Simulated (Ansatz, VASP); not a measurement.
## Two plane-wave programs on Al

File POSCAR:

```
Al
1.0
    0.0000000000      2.0248050000      2.0248050000
    2.0248050000      0.0000000000      2.0248050000
    2.0248050000      2.0248050000      0.0000000000
Al
1
Direct
    0.0000000000      0.0000000000      0.0000000000
```

Contents of INCAR.step1:

```
SYSTEM = Al
PREC = Accurate ; ENCUT = 520
ISMEAR = 1 ; SIGMA = 0.05
LREAL = .FALSE. ; LASPH = .TRUE.
NELM = 80 ; NBANDS = 8
GGA = PE ; ALGO = Normal
EDIFF = 1E-4 ; LWAVE = .TRUE.
LCHARG = .FALSE.
```

INCAR.step2

```
SYSTEM = Al
PREC = Accurate ; ENCUT = 520
EDIFF = 1E-6 ; ISMEAR = 1
SIGMA = 0.05 ; LREAL = .FALSE.
LASPH = .TRUE. ; NELM = 80
ALGO = Normal ; ISIF = 2
LWAVE = .FALSE. ; LCHARG = .FALSE.
METAGGA = R2SCAN ; LMIXTAU = .TRUE.
NBANDS = 8 ; ISTART = 1
```

KPOINTS

```
regular mesh
0
G
  11 11 11
  0 0 0
```

File input.yaml:

```yaml
crystal:
  lattice:
    - [0.0, 2.024805, 2.024805]
    - [2.024805, 0.0, 2.024805]
    - [2.024805, 2.024805, 0.0]
  atoms:
    - { symbol: Al, position: [0.0, 0.0, 0.0] }
hamiltonian:
  xc: r2scan
  pseudopotentials: { kind: nc, accuracy: standard }
kpoints:
  mp_grid: { grid: [11, 11, 11] }
scf:
  occupations: { method: methfessel_paxton, width: 0.05 }
  n_extra_bands: 6
output:
  forces: true
  stress: true
  eigenvalues: true
  dos: { projected: false, de: 0.05, nscf_kmesh: { grid: [17, 17, 17] } }
  write_density: true
  write_potential: true
  elf: true
  volumetric_format: npy
```

Alike in both runs: functional r2SCAN; k mesh 11 × 11 × 11; occupations methfessel-paxton of order 1, width 0.05 eV; no spin polarisation.

|  | VASP | Ansatz |
| --- | --- | --- |
| version | VASP 6.6.1 | Ansatz 0.2.0 |
| potentials or method | VASP PAW PBE potentials, release 64 (Al) | PseudoDojo standard (PBE files) |
| plane-wave cutoff (eV) | 520 | 544 |
| valence electrons in the cell | 3 | 3 |
| task | single point | density of states |

Ansatz gave:

```
gap on the k mesh at the Fermi level (eV) : none
pressure (GPa)                            : -1.5
```

Estimate VASP's values.

gap on the k mesh at the Fermi level (eV): none; pressure (GPa): -3.7.

A gap of «none» marks a metal or a gap that the smearing closes.

Caveats: the PAW data sets were made with another functional, which shifts forces and pressure a little (VASP); the meta-GGA runs on potentials made for a GGA (Ansatz); the potentials were made for another functional, which shifts forces and pressure (Ansatz); the density of states is complete only up to the lowest level of the last band computed (Ansatz).
